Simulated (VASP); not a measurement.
**HgTe in VASP 6.6.1, single-point calculation**

INCAR

```
NSW = 0
NBANDS = 16
LASPH = .TRUE.
ISIF = 2
LCHARG = .FALSE.
ALGO = Eigenval
PREC = Accurate
ENCUT = 520
LREAL = .FALSE.
SIGMA = 0.02
GGA = PE
EDIFF = 1E-7
ISMEAR = -1
IBRION = -1
LWAVE = .FALSE.
NELM = 53
```

KPOINTS

```
KPOINTS created by Atomic Simulation Environment
0
Gamma
6 6 6
0 0 0
```

POSCAR

```
Hg Te
 1.0000000000000000
     0.0000000000000000    3.2891578862915543    3.2891578862915543
     3.2891578862915543    0.0000000000000000    3.2891578862915543
     3.2891578862915543    3.2891578862915543    0.0000000000000000
 Hg  Te
   1   1
Cartesian
  0.0000000000000000  0.0000000000000000  0.0000000000000000
  1.6445789431457767  1.6445789431457767  1.6445789431457767
```

The recommended PBE PAW datasets give the neutral cell 18 valence electrons.

Command

```
mpirun -np 1 vasp_std
```

OSZICAR

```
N       E                     dE             d eps       ncg     rms          rms(c)
EIG:   1     0.118889202078E+04    0.11889E+04    0.00000E+00     0   0.000E+00
EIG:   2     0.118889202078E+04    0.92086E-10    0.00000E+00     0   0.000E+00
EIG:   3     0.118889202078E+04   -0.27967E-10    0.00000E+00     0   0.000E+00
EIG:   4     0.118889202078E+04   -0.17280E-10    0.00000E+00     0   0.000E+00
EIG:   5     0.118889202078E+04   -0.52296E-11    0.00000E+00     0   0.000E+00    0.968E+02
EIG:   6     0.131463340941E+04    0.12574E+03    0.00000E+00     0   0.000E+00    0.581E+02
EIG:   7     0.143030416951E+04    0.11567E+03    0.00000E+00     0   0.000E+00    0.558E+00
EIG:   8     0.143664574425E+04    0.63416E+01    0.00000E+00     0   0.000E+00    0.167E+00
EIG:   9     0.143728087170E+04    0.63513E+00    0.00000E+00     0   0.000E+00    0.215E-01
EIG:  10     0.143728436867E+04    0.34970E-02    0.00000E+00     0   0.000E+00    0.141E-02
EIG:  11     0.143728439570E+04    0.27033E-04    0.00000E+00     0   0.000E+00    0.830E-03
EIG:  12     0.143728440172E+04    0.60152E-05    0.00000E+00     0   0.000E+00    0.687E-04
EIG:  13     0.143728440182E+04    0.10780E-06    0.00000E+00     0   0.000E+00    0.268E-04
EIG:  14     0.143728440186E+04    0.38417E-07    0.00000E+00     0   0.000E+00
   1 F= 0.14372844E+04 E0= 0.14372849E+04  d E =-.106477E-02
```

Standard output (part)

```
POSCAR found type information on POSCAR HgTe
 POSCAR found :  2 types and       2 ions
 LDA part: xc-table for (Slater+PW92), standard interpolation
 POSCAR, INCAR and KPOINTS ok, starting setup
 WAVECAR not read
 entering main loop
|     Your highest band is occupied at some k-points! Unless you are          |
|     performing a calculation for an insulator or semiconductor, without     |
|     unoccupied bands, you have included TOO FEW BANDS!! Please increase     |
|     the parameter NBANDS in file INCAR to ensure that the highest band      |
|     is unoccupied at all k-points. It is always recommended to include      |
|     a few unoccupied bands to accelerate the convergence of                 |
|     molecular-dynamics runs (even for insulators or semiconductors),        |
|     since the presence of unoccupied bands improves wavefunction            |
|     prediction and helps to suppress 'band-crossings'.                      |
```

It converged. Results: gap between bands v and c on the k mesh -12.48 eV (bands overlap: a metal); least direct gap on the k mesh -3.24 eV; pressure 1166.1 GPa. Band v is the last that the valence electrons fill when counted band by band, and c is the next.

**Question.** Why shouldn't this run be trusted?

**Answer.** No self-consistency without orbitals. On sound settings PBE gives a gap of 0.00 eV on its mesh and a pressure of 1.3 GPa for the intended cell. This run's energy (σ→0) differs from it by 720458 meV an atom.
